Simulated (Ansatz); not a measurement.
# WS2 (Tungstenite) (P6_3/mmc) in Ansatz: further runs, part 2 of 2

Ansatz 0.2.0. The steps go on from the part before.

### 4 Band structure, PBE+U

The input, input.yaml:

```yaml
crystal:
  lattice:
    - [3.18, 0.0, 0.0]
    - [-1.59, 2.753960784, 0.0]
    - [0.0, 0.0, 12.5]
  atoms:
    - { symbol: W, position: [0.6666666667, 0.3333333333, 0.75] }
    - { symbol: W, position: [0.3333333333, 0.6666666667, 0.25] }
    - { symbol: S, position: [0.6666666667, 0.3333333333, 0.375] }
    - { symbol: S, position: [0.3333333333, 0.6666666667, 0.875] }
    - { symbol: S, position: [0.6666666667, 0.3333333333, 0.125] }
    - { symbol: S, position: [0.3333333333, 0.6666666667, 0.625] }
hamiltonian:
  xc: pbe
  pseudopotentials: { kind: paw }
  hubbard: { sites: [{ species: W, l: d, u_eff: 2.0 }] }
kpoints:
  mp_grid: { grid: [10, 10, 3] }
  band_path:
    path:
      - [[0.0, 0.0, 0.0], [0.5, 0.0, 0.0], [0.3333333333, 0.3333333333, 0.0], [0.0, 0.0, 0.0], [0.0, 0.0, 0.5], [0.5, 0.0, 0.5], [0.3333333333, 0.3333333333, 0.5], [0.0, 0.0, 0.5]]
      - [[0.5, 0.0, 0.5], [0.5, 0.0, 0.0]]
      - [[0.3333333333, 0.3333333333, 0.0], [0.3333333333, 0.3333333333, 0.5]]
    npoints: 14
scf:
  occupations: { method: fermi_dirac, width: 0.05 }
  n_extra_bands: 15
output:
  forces: true
  stress: true
  eigenvalues: true
  fatbands: false
```

Potentials or basis: Ansatz PAW.

On the command line:

```console
> ansatz run input.yaml --threads 2 --pin off --max-ram 5632MiB --backend cpu --events-out ev --progress --plain --runs-dir out
```

The log of the run:

```text
Warning: RAYON_NUM_THREADS=2 ignored (pool sized by the plan → 2); use --threads N
W: projections on atomic orbitals take those of the free atom [Kr 4d10 4f14] 5s2 5p6 5d4 6s2, of charge +0.00 (hamiltonian.pseudopotentials.projection_atoms); the dataset's partial waves leave at most 6.5e-5 of an orbital's norm unspanned inside its sphere
S: projections on atomic orbitals take those of the free atom [Ne] 3s2 3p4, of charge +0.00 (hamiltonian.pseudopotentials.projection_atoms); the dataset's partial waves leave at most 1.6e-7 of an orbital's norm unspanned inside its sphere
scf.n_extra_bands = 15 over 26 filled bands (N_el = 52.0): the run solves 41 bands
Engine: ansatz 0.2.0, aarch64-unknown-linux-gnu
Pseudopotentials: kind: paw
Pseudopotential: W, paw, valence charge 14, recommended cutoff 420 eV (normal), W.paw.azcp
Pseudopotential: S, paw, valence charge 6, recommended cutoff 420 eV (normal), S.paw.azcp
Functional definition: PBE
  parameter kappa = 0.804
  parameter beta = 0.06672455060314922
[... 51 lines left out ...]
  Σ components = -24377.837757   (vs F -24377.837757, Δ=0.00e0)
--- Forces (eV/Å), atoms counted from 1 ---
  atom   1  W      0.00000000    -0.00000000     0.00000000
  atom   2  W     -0.00000000     0.00000000    -0.00000000
  atom   3  S     -0.00000000    -0.00000000     0.13885666
  atom   4  S     -0.00000000     0.00000000     0.13885666
  atom   5  S      0.00000000    -0.00000000    -0.13885666
  atom   6  S     -0.00000000     0.00000000    -0.13885666
  max |Σ_I F_I| component: 5.55e-17 eV/Å
--- Stress (GPa, compression-positive) ---
        1.813596       0.000000      -0.000000
        0.000000       1.813596      -0.000000
       -0.000000      -0.000000       3.578903
  P = ⅓ Tr σ = 2.4020 GPa (24.020 kbar)
--- Band table (eV; the first three rows and the last of 28) ---
  k-point 0: bands = ["-63.3315", "-63.3314", "-27.6045", "-27.6044", "-27.4634", "-27.4634", "-27.4633", "-27.4633", "-4.2670", "-4.0834", "-2.6913", "-2.3370", "3.7529", "4.6505", "7.6125", "7.7098", "7.7098", "7.7210", "7.7210", "9.0101", "9.0101", "9.0534", "9.0534", "9.7004", "10.0861", "11.1852", "13.5600", "13.5600", "13.5667", "13.5667", "13.6001", "13.6001", "13.7514", "13.7514", "15.8540", "16.0919", "19.0212", "19.4539", "19.5046", "20.8565", "20.8817"]
  k-point 1: bands = ["-63.3315", "-63.3314", "-27.6045", "-27.6045", "-27.4634", "-27.4634", "-27.4634", "-27.4634", "-4.2268", "-4.1359", "-2.5982", "-2.4220", "3.9423", "4.3800", "7.7125", "7.7125", "7.7182", "7.7182", "8.0366", "8.9309", "9.0209", "9.0209", "9.0425", "9.0425", "10.6461", "11.0568", "13.5542", "13.5542", "13.5559", "13.5559", "13.6484", "13.6484", "13.7190", "13.7190", "15.9178", "16.0368", "19.1216", "19.3371", "19.7459", "20.3804", "20.9670"]
  k-point 2: bands = ["-63.3298", "-63.3297", "-27.5985", "-27.5985", "-27.4964", "-27.4964", "-27.4710", "-27.4710", "-4.1024", "-3.9191", "-2.6212", "-2.2825", "3.9506", "4.8465", "7.2913", "7.3138", "7.3510", "7.8681", "7.8862", "8.4178", "8.7552", "8.8043", "9.0643", "9.8895", "10.0844", "10.8817", "13.2811", "13.4356", "13.4430", "13.5154", "13.5272", "13.6187", "13.8392", "13.8900", "16.5902", "16.8152", "19.5117", "19.6316", "20.0816", "20.4702", "20.7946"]
  k-point 27: bands = ["-63.3124", "-63.3124", "-27.7303", "-27.7303", "-27.6586", "-27.6586", "-27.5351", "-27.5351", "-1.7955", "-1.7758", "-1.6209", "-1.6013", "4.9196", "4.9758", "5.0468", "5.0678", "6.2939", "6.2981", "6.6157", "6.7093", "7.3217", "7.4549", "8.3124", "8.4370", "10.3850", "10.4627", "12.5223", "12.5345", "13.7616", "14.1878", "14.4769", "14.5579", "15.9544", "16.1453", "17.3478", "17.3843", "17.8345", "18.4812", "19.8205", "19.9835", "21.4684"]
Occupation matrices written to <dir>
```

bands.tsv:

```text
# k_distance	band_0	band_1	band_2	band_3	band_4	band_5	band_6	band_7	band_8	band_9	band_10	band_11	band_12	band_13	band_14	band_15	band_16	band_17	band_18	band_19	band_20	band_21	band_22	band_23	band_24	band_25	band_26	band_27	band_28	band_29	band_30	band_31	band_32	band_33	band_34	band_35	band_36	band_37	band_38	band_39	band_40
[... 149 lines left out ...]
6.987180	-75.022746	-75.022746	-39.425927	-39.425927	-39.391919	-39.391919	-39.244662	-39.244662	-13.443227	-13.443227	-13.301248	-13.301248	-6.835681	-6.835681	-6.497781	-6.497781	-5.596992	-5.596992	-5.139135	-5.139135	-4.216611	-4.216611	-3.452914	-3.452914	-1.130479	-1.130479	0.609818	0.609818	2.252509	2.252509	2.924043	2.924043	4.367302	4.367302	5.935631	5.935631	6.082258	6.082258	8.172695	8.172695	10.175605
```

Run time: 11 s. Hardware: 2 threads of Arm Neoverse V2, shared host; peak memory 0.71 GiB.

Results:

- Free energy: -24377.8378 eV
- Pressure: 2.4 GPa
- Largest force: 0.139 eV/Å
- Band gap on the k mesh: 1.17 eV, indirect (least direct gap 2.01 eV)
- Band gap along the path: 1.10 eV, indirect (least direct gap 1.65 eV)

Forces in eV/Å, atoms in the order of the input:
```
W    0.000  0.000  0.000
W    0.000  0.000  0.000
S    0.000  0.000  0.139
S    0.000  0.000  0.139
S    0.000  0.000 -0.139
S    0.000  0.000 -0.139
```

Stress tensor (GPa, compression positive):
```
1.81 0.00 0.00
0.00 1.81 0.00
0.00 0.00 3.58
```

Levels at the corners of the path, in eV from the valence-band top:
| point | band 23 | band 24 | band 25 | band 26 | band 27 | band 28 | band 29 | band 30 |
| --- | --- | --- | --- | --- | --- | --- | --- | --- |
| Γ | -2.13 | -1.48 | -1.10 | 0.00 | 2.37 | 2.37 | 2.38 | 2.38 |
| M | -1.93 | -1.77 | -1.63 | -1.48 | 2.25 | 2.28 | 2.56 | 2.77 |
| K | -2.80 | -2.80 | -0.68 | -0.51 | 1.14 | 1.14 | 2.31 | 3.38 |
| Γ | -2.13 | -1.48 | -1.10 | 0.00 | 2.37 | 2.37 | 2.38 | 2.38 |
| A | -2.15 | -2.15 | -0.30 | -0.30 | 2.37 | 2.37 | 2.37 | 2.37 |
| L | -1.85 | -1.85 | -1.54 | -1.54 | 2.26 | 2.26 | 2.68 | 2.68 |
| H | -2.93 | -2.93 | -0.61 | -0.61 | 1.14 | 1.14 | 2.78 | 2.78 |
| A | -2.15 | -2.15 | -0.30 | -0.30 | 2.37 | 2.37 | 2.37 | 2.37 |
| L | -1.85 | -1.85 | -1.54 | -1.54 | 2.26 | 2.26 | 2.68 | 2.68 |
| M | -1.93 | -1.77 | -1.63 | -1.48 | 2.25 | 2.28 | 2.56 | 2.77 |
| K | -2.80 | -2.80 | -0.68 | -0.51 | 1.14 | 1.14 | 2.31 | 3.38 |
| H | -2.93 | -2.93 | -0.61 | -0.61 | 1.14 | 1.14 | 2.78 | 2.78 |

Eigenvalues of the final occupation matrices:
| site | spin | trace | eigenvalues |
| --- | --- | --- | --- |
| site 1 | 1 | 2.47 | 0.44 0.44 0.51 0.51 0.56 |
| site 2 | 1 | 2.47 | 0.44 0.44 0.51 0.51 0.56 |

Caveat: the k mesh misses the band edges, so the gap on the mesh is wider than the one along the path; spin-orbit coupling is left out, which moves the levels of the heavy elements; this functional lacks dispersion, which binds the layers, so the pressure and a relaxed spacing across them are unreliable.

### 5 Band structure, PBE+U

input.yaml: that of step 4 with these lines changed.

```diff
@@ -15,3 +15,3 @@
   pseudopotentials: { kind: paw }
-  hubbard: { sites: [{ species: W, l: d, u_eff: 2.0 }] }
+  hubbard: { sites: [{ species: W, l: d, u_eff: 3.0 }] }
 kpoints:
```

On the command line:

```console
> ansatz run input.yaml --threads 2 --pin off --max-ram 5632MiB --backend cpu --events-out ev --progress --plain --runs-dir out
```

It took 11 s on 2 threads of Arm Neoverse V2, shared host; peak memory 0.7 GiB.

It converged, with:

| Quantity | Value |
| --- | --- |
| Free energy | -24375.3606 eV |
| Pressure | 2.5 GPa |
| Largest force | 0.145 eV/Å |
| Band gap on the k mesh | 1.20 eV, indirect (least direct gap 1.96 eV) |
| Band gap along the path | 1.11 eV, indirect (least direct gap 1.59 eV) |

Forces in eV/Å, atoms in the order of the input:
```
W    0.000  0.000  0.000
W    0.000  0.000  0.000
S    0.000  0.000  0.145
S    0.000  0.000  0.145
S    0.000  0.000 -0.145
S    0.000  0.000 -0.145
```

Stress tensor (GPa, compression positive):
```
1.92 0.00 0.00
0.00 1.92 0.00
0.00 0.00 3.62
```

Levels at the corners of the path, in eV from the valence-band top:
```
point  band 23  band 24  band 25  band 26  band 27  band 28  band 29  band 30
    Γ    -2.05    -1.43    -1.10     0.00     2.46     2.46     2.46     2.46
    M    -1.88    -1.72    -1.60    -1.46     2.28     2.32     2.56     2.77
    K    -2.73    -2.73    -0.64    -0.47     1.11     1.11     2.39     3.42
    Γ    -2.05    -1.43    -1.10     0.00     2.46     2.46     2.46     2.46
    A    -2.07    -2.07    -0.29    -0.29     2.45     2.45     2.45     2.45
    L    -1.80    -1.80    -1.52    -1.52     2.30     2.30     2.68     2.68
    H    -2.86    -2.86    -0.57    -0.57     1.11     1.11     2.86     2.86
    A    -2.07    -2.07    -0.29    -0.29     2.45     2.45     2.45     2.45
    L    -1.80    -1.80    -1.52    -1.52     2.30     2.30     2.68     2.68
    M    -1.88    -1.72    -1.60    -1.46     2.28     2.32     2.56     2.77
    K    -2.73    -2.73    -0.64    -0.47     1.11     1.11     2.39     3.42
    H    -2.86    -2.86    -0.57    -0.57     1.11     1.11     2.86     2.86
```

Eigenvalues of the final occupation matrices:
```
  site  spin  trace               eigenvalues
site 1     1   2.47  0.44 0.44 0.51 0.51 0.57
site 2     1   2.47  0.44 0.44 0.51 0.51 0.57
```

Caveat: the k mesh misses the band edges, so the gap on the mesh is wider than the one along the path; spin-orbit coupling is left out, which moves the levels of the heavy elements; this functional lacks dispersion, which binds the layers, so the pressure and a relaxed spacing across them are unreliable.

### 6 The runs side by side

| level | U | hubbard projectors | double counting | gap on the mesh (eV) | pressure (GPa) | largest force (eV/Å) |
| --- | --- | --- | --- | --- | --- | --- |
| PBE | - | - | - | 1.12 | 2.3 | 0.13 |
| PBE+U | W d U = 1 eV | ortho-atomic (the default) | fll (the default) | 1.14 | 2.3 | 0.13 |
| PBE+U | W d U = 2 eV | ortho-atomic (the default) | fll (the default) | 1.17 | 2.4 | 0.14 |
| PBE+U | W d U = 3 eV | ortho-atomic (the default) | fll (the default) | 1.20 | 2.5 | 0.14 |

Alike in all rows: task band structure; potentials or basis Ansatz PAW; no spin polarisation; cell as given; k mesh 10 × 10 × 3; cutoff (eV) 420; smearing fermi-dirac 0.05 eV.

On the cell as given the gap runs from 1.05 eV (PBE) to 1.11 eV (PBE+U).

Caveats: the k mesh misses the band edges, so the gap on the mesh is wider than the one along the path; spin-orbit coupling is left out, which moves the levels of the heavy elements; this functional lacks dispersion, which binds the layers, so the pressure and a relaxed spacing across them are unreliable.

Total energies depend on the potentials used, so only differences within one code and one set of settings carry meaning.
